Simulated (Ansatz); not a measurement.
# TiO2 (Anatase) (P1) in Ansatz: convergence with k mesh

Aim: find how far k mesh must go before the results for TiO2 (Anatase) settle, at PBE. This setting moves, with any that are tied to it; all else stays.

Program: Ansatz 0.2.0. These are calculated values, not measurements. Logs are shortened: lines on timing, memory, paths and dates and some standing lists are left out, and cuts for length are marked.

## Step 1: The cell of the first run

The typed cell holds 6 atoms: a = 5.458 Å, b = 5.458 Å, c = 5.458 Å, α = 139.43°, β = 139.43°, γ = 58.71°.

The cell isn't the ideal one: atoms moved at random, drawn with an rms of 0.05 Å.

## Step 2: With k mesh 2 × 2 × 3

Contents of input.yaml:

```yaml
crystal:
  lattice:
    - [-1.8921, 1.8921, 4.7573]
    - [1.8921, -1.8921, 4.7573]
    - [1.8921, 1.8921, -4.7573]
  atoms:
    - { symbol: Ti, position: [0.749248, 0.249738, 0.494278] }
    - { symbol: Ti, position: [0.002996, -0.003225, 0.000219] }
    - { symbol: O, position: [0.78263, 0.795091, -0.002627] }
    - { symbol: O, position: [0.541452, 0.039766, 0.501168] }
    - { symbol: O, position: [0.95029, 0.449868, 0.476092] }
    - { symbol: O, position: [0.215506, 0.209687, 0.005593] }
hamiltonian:
  xc: pbe
  pseudopotentials: { kind: nc, accuracy: standard }
kpoints:
  mp_grid: { grid: [2, 2, 3] }
scf:
  occupations: { method: gaussian, width: 0.1 }
output:
  forces: true
  stress: true
  eigenvalues: true
```

Potentials or basis: PseudoDojo standard (PBE files).

Started as:

```
> ansatz run input.yaml --threads 2 --pin off --max-ram 5632MiB --backend cpu --events-out ev --progress --plain --runs-dir out
```

Log:

```text
Warning: RAYON_NUM_THREADS=2 ignored (pool sized by the plan → 2); use --threads N
basis.fft_grid_basis auto: the FFT boxes are laid along the combinations [[1, 0, 1], [0, 1, 1], [0, 0, 1]] of the cell's own vectors, 3.784, 3.784 and 5.458 Å long. The dense box has 45×45×64 points. Along the cell's own vectors, as sized, it would have 64×64×64, 2.02 times as many. basis.fft_grid_basis: typed keeps the cell's own vectors: state it where this run's energies or levels are differenced outside the engine with another run's, or held beside a run that keeps those vectors.
Engine: ansatz 0.2.0, x86_64-unknown-linux-gnu
Pseudopotentials: kind: nc
Pseudopotential: Ti, nc, valence charge 12, recommended cutoff 1142.878222 eV (normal), Ti.nc.azcp (PseudoDojo's, or run here from an input of PseudoDojo's; its table is named by hamiltonian.pseudopotentials.accuracy)
Pseudopotential: O, nc, valence charge 6, recommended cutoff 1142.878222 eV (normal), O.nc.azcp (PseudoDojo's, or run here from an input of PseudoDojo's; its table is named by hamiltonian.pseudopotentials.accuracy)
Functional definition: PBE
  parameter kappa = 0.804
  parameter beta = 0.06672455060314922
  exchange = pbe_x(kappa = kappa, mu = beta*pi^2/3)
  correlation = pbe_c(beta = beta)
Crystal: 6 atoms, lattice volume = 68.125 Å³
Basis set: ecut = 1142.878222 eV, 5979 PW (Γ), FFT grids on a1+a3, a2+a3, a3, exchange–correlation on 90×90×128 points (8 copies of the dense FFT grid, shifted against one another)
Bands: 30, of which v1, the nominal top of the filled ones, is band 24 counted from 1 (23 counted from 0)
Symmetry: 1 space group operations
Space group: P1 (ITA 1), of the structure as read, at distance tolerance 4.1e-5 Å
k-points: 8 of 12 (time reversal used)
Non-local potential: Ti, projectors of the file, l = 0: 2, l = 1: 2, l = 2: 2
Non-local potential: O, projectors of the file, l = 0: 2, l = 1: 2, l = 2: 1
Initial density: superposition of atomic densities (chi_scale 0.1, normalization cell, long waves kept (reshape's long-wave potential 0.00 eV rms))
Initial wavefunctions: pseudopotential atomic-orbital guess
Functional: x = pbe(κ = 0.804, μ = 0.2195149727645171), c = pbe(β = 0.06672455060314922)
SCF iter   1: F=—  HF=-5040.720722 eV  |F-HF|=—  |Δ(HF+E_count)|=         —  Δρ=6.88e-2  dr2=3.15e0  ethr=3.10e-3  ⟨swp⟩=5.5  Hψ=916  notcnv=0
preconditioner: auto → none  [insulator: Δε(μ)=2.367 eV  Ē_g=9.837 eV  σ=0.100 eV  W_gap=1.00  n_scr=14 (ndim 8)  ℏωp=25.4 eV  f_vac=0.000  D(μ)=0.00/eV (n_scr^D=0)  ε∞_Penn≈7.7]
SCF iter   2: F=—  HF=-5040.269495 eV  |F-HF|=—  |Δ(HF+E_count)|=   4.51e-1  Δρ=6.41e-2  dr2=2.17e0  ethr=3.10e-3  ⟨swp⟩=2.0  Hψ=465  notcnv=0  defer=15
SCF iter   3: F=—  HF=-5040.059951 eV  |F-HF|=—  |Δ(HF+E_count)|=   2.10e-1  Δρ=3.20e-2  dr2=7.49e-1  ethr=3.10e-3  ⟨swp⟩=4.8  Hψ=494  notcnv=0  defer=10
automatic band count: iteration 3 solves 29 bands in place of 30: the levels show a gap, and the empty bands left out lie too high to hold charge; the band table lists the bands solved (type scf.n_extra_bands for more)
SCF iter   4: F=—  HF=-5039.964336 eV  |F-HF|=—  |Δ(HF+E_count)|=   9.56e-2  Δρ=1.58e-2  dr2=1.79e-1  ethr=1.56e-3  ⟨swp⟩=2.0  Hψ=314  notcnv=0  defer=8
SCF iter   5: F=—  HF=-5039.944304 eV  |F-HF|=—  |Δ(HF+E_count)|=   2.00e-2  Δρ=3.55e-3  dr2=8.10e-3  ethr=3.73e-4  ⟨swp⟩=2.0  Hψ=327  notcnv=0
automatic band count: iteration 5 solves 28 bands in place of 29: the levels show a gap, and the empty bands left out lie too high to hold charge; the band table lists the bands solved (type scf.n_extra_bands for more)
SCF iter   6: F=—  HF=-5039.944598 eV  |F-HF|=—  |Δ(HF+E_count)|=   2.95e-4  Δρ=1.49e-3  dr2=1.04e-3  ethr=1.69e-5  ⟨swp⟩=2.6  Hψ=418  notcnv=0
SCF iter   7: F=—  HF=-5039.944553 eV  |F-HF|=—  |Δ(HF+E_count)|=   4.57e-5  Δρ=2.85e-4  dr2=2.50e-5  ethr=2.17e-6  ⟨swp⟩=2.1  Hψ=334  notcnv=0
SCF iter   8: F=—  HF=-5039.944519 eV  |F-HF|=—  |Δ(HF+E_count)|=   3.41e-5  Δρ=2.63e-4  dr2=4.83e-5  ethr=5.21e-8  ⟨swp⟩=3.0  Hψ=419  notcnv=0
SCF iter   9: F=—  HF=-5039.944510 eV  |F-HF|=—  |Δ(HF+E_count)|=   8.61e-6  Δρ=4.05e-5  dr2=9.48e-7  ethr=5.21e-8  ⟨swp⟩=2.0  Hψ=344  notcnv=0
SCF iter  10: F=-5039.944510 eV  HF=-5039.944510 eV  |F-HF|=2.57e-10  |Δ(HF+E_count)|=   1.57e-8  Δρ=1.12e-5  dr2=6.05e-8  ethr=2.08e-10  ⟨swp⟩=7.1  Hψ=1298  notcnv=0
SCF 1 converged in 10 iterations: F = -5039.944510 eV  dr2 = 6.05e-8
SCF converged after 10 iterations
Free energy (F): -5039.944510 eV
Harris-Foulkes:  -5039.944510 eV  (|F-HF|=2.57e-10)
Internal energy: -5039.944510 eV  (E = F + TS)
E sigma→0 (E₀):  -5039.944510 eV
Fermi energy:    8.433528 eV
--- Per-component energies (eV) ---
  E_band       = -454.612521
  E_kinetic    = 2452.564696
  E_local      = -4365.590268  (includes V_loc(G=0)·N_el)
  E_nonlocal   = -229.732412
  E_hartree    = 1363.478672
  E_xc         = -929.811717
  E_vxc        = -1038.804061  (∫ρ·V_xc dr)
  E_ewald      = -3330.853481
  E_smearing   = -0.000000  (= −TS)
  E_closure    = 0.000000  (closes the sum)
  Σ components = -5039.944510   (vs F -5039.944510, Δ=0.00e0)
--- Forces (eV/Å), atoms counted from 1 ---
  atom   1  Ti     0.04711836     0.04824886    -0.33576776
  atom   2  Ti    -0.06145700    -0.02301761     0.27252421
  atom   3  O     -0.62014537     0.27262763     0.25599905
  atom   4  O     -0.13536802    -0.08017398     0.27725546
  atom   5  O      0.76910082     0.19373192    -0.39040477
  atom   6  O      0.00076450    -0.41143069    -0.07959929
  max |Σ_I F_I| component: 1.39e-5 eV/Å
--- Stress (GPa, compression-positive) ---
        6.202963       0.051670       1.204444
        0.051670       3.296670      -0.119009
        1.204444      -0.119009       2.204714
  P = ⅓ Tr σ = 3.9014 GPa (39.014 kbar)
--- Band table (eV; the first three rows and the last of 8) ---
  k-point 0: bands = ["-49.0335", "-48.9584", "-25.5029", "-25.2994", "-25.2735", "-25.2091", "-25.1964", "-25.1153", "-10.2307", "-9.2642", "-9.0842", "-8.7688", "3.4926", "3.6276", "3.6400", "3.8884", "5.2784", "5.2966", "5.4071", "6.5003", "6.5648", "6.6372", "6.8252", "6.9286", "9.4685", "10.2243", "11.1430", "11.2974"]
  k-point 1: bands = ["-49.0196", "-48.9657", "-25.4985", "-25.4117", "-25.3330", "-25.2786", "-25.1898", "-25.1210", "-9.3607", "-8.8192", "-8.7227", "-8.5410", "2.6421", "2.9239", "3.1744", "4.0052", "4.1797", "4.2586", "4.3692", "4.7399", "5.2866", "6.3276", "6.8448", "7.2874", "10.4395", "10.6922", "10.8524", "11.1770"]
  k-point 2: bands = ["-49.0203", "-48.9672", "-25.4927", "-25.4182", "-25.2815", "-25.2394", "-25.1824", "-25.1439", "-9.6390", "-8.9604", "-8.7414", "-8.7127", "2.8551", "2.9751", "3.7199", "3.7783", "3.8900", "5.0420", "5.0742", "5.3864", "5.4940", "6.4637", "6.4768", "6.7578", "10.6275", "10.8737", "10.9424", "11.1391"]
  k-point 7: bands = ["-49.0174", "-48.9725", "-25.3827", "-25.3783", "-25.3004", "-25.2648", "-25.1833", "-25.1709", "-9.5008", "-9.4104", "-8.9961", "-8.8642", "3.1696", "3.2119", "3.8509", "3.8798", "4.8215", "4.9180", "5.5156", "5.5759", "6.3733", "6.4193", "6.7255", "6.7800", "10.2689", "10.3384", "10.8887", "10.9142"]
```

Run time: 4.9 s. Hardware: 2 threads of Intel Xeon at 2.50GHz (Skylake/Cascade Lake), shared host; peak memory 0.42 GiB.

What came out:

```
Free energy            : -5039.9445 eV
Pressure               : 3.9 GPa
Largest force          : 0.884 eV/Å
Band gap on the k mesh : 2.07 eV, indirect (least direct gap 2.54 eV)
```

## Step 3: With k mesh 3 × 3 × 4

Changes to input.yaml since step 2:

```diff
@@ -16,3 +16,3 @@
 kpoints:
-  mp_grid: { grid: [2, 2, 3] }
+  mp_grid: { grid: [3, 3, 4] }
 scf:
```

Potentials or basis: PseudoDojo standard (PBE files).

Started as:

```
> ansatz run input.yaml --threads 2 --pin off --max-ram 5632MiB --backend cpu --events-out ev --progress --plain --runs-dir out
```

Run time: 12 s. Hardware: 2 threads of Intel Xeon at 2.50GHz (Skylake/Cascade Lake), shared host; peak memory 0.46 GiB.

Results:

* Free energy: -5039.9745 eV
* Pressure: 3.8 GPa
* Largest force: 0.886 eV/Å
* Band gap on the k mesh: 2.08 eV, indirect (least direct gap 2.56 eV)

## Step 4: With k mesh 4 × 4 × 5

Changes to input.yaml since step 3:

```diff
@@ -16,3 +16,3 @@
 kpoints:
-  mp_grid: { grid: [3, 3, 4] }
+  mp_grid: { grid: [4, 4, 5] }
 scf:
```

Started as:

```
> ansatz run input.yaml --threads 2 --pin off --max-ram 5632MiB --backend cpu --events-out ev --progress --plain --runs-dir out
```

Run time: 24 s. Hardware: 2 threads of Intel Xeon at 2.50GHz (Skylake/Cascade Lake), shared host; peak memory 0.54 GiB.

Results:

- Free energy: -5039.9734 eV
- Pressure: 3.8 GPa
- Largest force: 0.887 eV/Å
- Band gap on the k mesh: 2.09 eV, indirect (least direct gap 2.56 eV)

## Step 5: With k mesh 4 × 4 × 6

Changes to input.yaml since step 4:

```diff
@@ -16,3 +16,3 @@
 kpoints:
-  mp_grid: { grid: [4, 4, 5] }
+  mp_grid: { grid: [4, 4, 6] }
 scf:
```

Started as:

```
> ansatz run input.yaml --threads 2 --pin off --max-ram 5632MiB --backend cpu --events-out ev --progress --plain --runs-dir out
```

It took 29 s on 2 threads of Intel Xeon at 2.50GHz (Skylake/Cascade Lake), shared host; peak memory 0.59 GiB.

Results:

* Free energy: -5039.9732 eV
* Pressure: 3.8 GPa
* Largest force: 0.887 eV/Å
* Band gap on the k mesh: 2.08 eV, indirect (least direct gap 2.56 eV)

## Step 6: With k mesh 6 × 6 × 7

Changes to input.yaml since step 5:

```diff
@@ -16,3 +16,3 @@
 kpoints:
-  mp_grid: { grid: [4, 4, 6] }
+  mp_grid: { grid: [6, 6, 7] }
 scf:
```

Potentials or basis: PseudoDojo standard (PBE files).

Started as:

```
> ansatz run input.yaml --threads 2 --pin off --max-ram 5632MiB --backend cpu --events-out ev --progress --plain --runs-dir out
```

Run time: 71 s. Hardware: 2 threads of Intel Xeon at 2.50GHz (Skylake/Cascade Lake), shared host; peak memory 0.88 GiB.

The run converged. Its results:

- Free energy: -5039.9734 eV
- Pressure: 3.8 GPa
- Largest force: 0.887 eV/Å
- Band gap on the k mesh: 2.07 eV, indirect (least direct gap 2.53 eV)

## Step 7: With k mesh 7 × 7 × 9

Changes to input.yaml since step 6:

```diff
@@ -16,3 +16,3 @@
 kpoints:
-  mp_grid: { grid: [6, 6, 7] }
+  mp_grid: { grid: [7, 7, 9] }
 scf:
```

Started as:

```
> ansatz run input.yaml --threads 2 --pin off --max-ram 5632MiB --backend cpu --events-out ev --progress --plain --runs-dir out
```

It took 2.3 min on 2 threads of Intel Xeon at 2.50GHz (Skylake/Cascade Lake), shared host; peak memory 1.2 GiB.

Results (log left out):

```
Free energy            : -5039.9734 eV
Pressure               : 3.8 GPa
Largest force          : 0.887 eV/Å
Band gap on the k mesh : 2.06 eV, indirect (least direct gap 2.56 eV)
```

## Step 8: With k mesh 9 × 9 × 11

Changes to input.yaml since step 7:

```diff
@@ -16,3 +16,3 @@
 kpoints:
-  mp_grid: { grid: [7, 7, 9] }
+  mp_grid: { grid: [9, 9, 11] }
 scf:
```

Started as:

```
> ansatz run input.yaml --threads 2 --pin off --max-ram 5632MiB --backend cpu --events-out ev --progress --plain --runs-dir out
```

Run time: 4.3 min. Hardware: 2 threads of Intel Xeon at 2.50GHz (Skylake/Cascade Lake), shared host; peak memory 2.1 GiB.

The run converged. Its results:

| Property | Result |
| --- | --- |
| Free energy | -5039.9734 eV |
| Pressure | 3.8 GPa |
| Largest force | 0.887 eV/Å |
| Band gap on the k mesh | 2.06 eV, indirect (least direct gap 2.54 eV) |

## Step 9: With k mesh 10 × 10 × 14

Changes to input.yaml since step 8:

```diff
@@ -16,3 +16,3 @@
 kpoints:
-  mp_grid: { grid: [9, 9, 11] }
+  mp_grid: { grid: [10, 10, 14] }
 scf:
```

Potentials or basis: PseudoDojo standard (PBE files).

Started as:

```
> ansatz run input.yaml --threads 2 --pin off --max-ram 5632MiB --backend cpu --events-out ev --progress --plain --runs-dir out
```

Wall time 7.7 min (2 threads of Intel Xeon at 2.50GHz (Skylake/Cascade Lake), shared host); peak memory 3.1 GiB.

Results (log left out):

* Free energy: -5039.9734 eV
* Pressure: 3.8 GPa
* Largest force: 0.887 eV/Å
* Band gap on the k mesh: 2.07 eV, indirect (least direct gap 2.48 eV)

## Step 10: With k mesh 12 × 12 × 16

Changes to input.yaml since step 9:

```diff
@@ -16,3 +16,3 @@
 kpoints:
-  mp_grid: { grid: [10, 10, 14] }
+  mp_grid: { grid: [12, 12, 16] }
 scf:
```

Started as:

```
> ansatz run input.yaml --threads 2 --pin off --max-ram 5632MiB --backend cpu --events-out ev --progress --plain --runs-dir out
```

Run time: 12 min. Hardware: 2 threads of Intel Xeon at 2.50GHz (Skylake/Cascade Lake), shared host; peak memory 4.8 GiB.

It converged, with:

* Free energy: -5039.9734 eV
* Pressure: 3.8 GPa
* Largest force: 0.887 eV/Å
* Band gap on the k mesh: 2.06 eV, indirect (least direct gap 2.47 eV)

## Step 11: Summary

```csv
k mesh,"energy less the tightest run, at zero smearing (meV/atom)",pressure (GPa),largest force (eV/Å),gap on the mesh (eV),SCF cycles,CPU time (s),peak memory (GiB)
2 × 2 × 3,4.81,3.90,0.884,2.070,10,9.2,0.42
3 × 3 × 4,-0.18,3.79,0.886,2.081,10,22,0.46
4 × 4 × 5,0.01,3.79,0.887,2.085,10,46,0.54
4 × 4 × 6,0.03,3.79,0.887,2.081,10,56,0.59
6 × 6 × 7,0.00,3.79,0.887,2.065,10,140,0.88
7 × 7 × 9,0.00,3.79,0.887,2.062,11,280,1.2
9 × 9 × 11,0.00,3.79,0.887,2.062,10,510,2.1
10 × 10 × 14,0.00,3.79,0.887,2.065,11,920,3.1
12 × 12 × 16,0.00,3.79,0.887,2.062,11,1400,4.8
```

Against the tightest run, the energy stays within 1 meV/atom from 3 × 3 × 4 on; the pressure stays within 0.1 GPa from 3 × 3 × 4 on; the largest force stays within 0.005 eV/Å from 2 × 2 × 3 on; the gap on the mesh stays within 0.01 eV from 6 × 6 × 7 on. Meshes of other sizes hit other points, so gaps and Fermi surfaces needn't settle smoothly. The tightest run that finished is the yardstick and may itself not be fully converged.
